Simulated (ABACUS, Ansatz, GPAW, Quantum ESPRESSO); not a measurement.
## Equation of state of CoSi2 under PBE

Symmetry: Fm-3m, No. 225, cubic system. The conventional cell has a = 5.356 Å, b = 5.356 Å, c = 5.356 Å, α = 90.00°, β = 90.00°, γ = 90.00°. Co (site symmetry m-3m) is surrounded by 8 Si at 2.32 Å. Around Si (site symmetry -43m) lie 4 Co at 2.32 Å.

The cell was scaled at fixed shape and fractions and run with Quantum ESPRESSO, SSSP 1.3 efficiency PBE, cutoff 748 eV; PBE, k mesh 9 × 9 × 9 on the cell of 3 atoms, fermi-dirac occupations of 0.05 eV, collinear spin, ferromagnetic start, no spin-orbit coupling. Energies are those that the program minimises, any entropy of the smearing included. For a metal such a mesh isn't converged to the digits shown. The moments vanished.

```csv
V (Å³/atom),energy over the lowest row (meV/atom)
12.0356,31.97
12.2917,?
12.5478,3.91
12.8038,0.00
13.0599,1.87
13.3160,8.92
13.5721,20.61
```

Task: Fit the third-order Birch-Murnaghan form, give V0, B0 and B′, and predict the energy left open.

Result: With y = (V0/V)^(2/3), E = E0 + (9 V0 B0/16) [(y - 1)³ B′ + (y - 1)² (6 - 4y)]. Least squares through the rows shown give V0 = 12.8446 Å³/atom, E0 = -0.08 meV, B0 = 178.4 GPa (1 eV/Å³ = 160.218 GPa) and B′ = 4.62, with a largest miss of 0.01 meV. At V = 12.2917 the form with these constants gives 14.31 meV; the run gave 14.32 meV an atom. Other set-ups at this level, from all their volumes (Å³/atom, GPa): ABACUS, PseudoDojo NC SR 0.4.1 PBE standard, plane waves: V0 12.844, B0 178.1; Ansatz, Ansatz PAW (earlier soft set): V0 12.841, B0 178.4; GPAW, GPAW PAW data sets (gpaw-data 1.2.1): V0 12.933, B0 178.1; Ansatz, all-electron LAPW, scalar-relativistic: V0 12.840, B0 178.1.

CoSi2 resists compression strongly, as expected for a silicide held together by covalent Co 3d-Si 3p bonding in addition to its metallic bonding. Shortening the Co-Si contacts raises the kinetic energy and the Pauli repulsion faster than hybridisation can repay, whereas stretching them gradually weakens the bonds. This is why the curve is steeper on the compressed side and B′ is positive. The loss of the moments from a ferromagnetic start fits the known nonmagnetic metal: mixing with Si states broadens the Co d band and probably leaves too few states at the Fermi level for a Stoner instability.

The omitted energy is recovered closely, but as an interpolation it tests the smoothness of the curve more than the predictive reach of the form. Among the other set-ups, GPAW stands apart in volume, at 12.933 Å³/atom against 12.840 for all-electron LAPW, yet hardly in B0, which suggests a small shift in equilibrium bond length, possibly from its data sets. Uniform scaling leaves the resistance to shear untested.
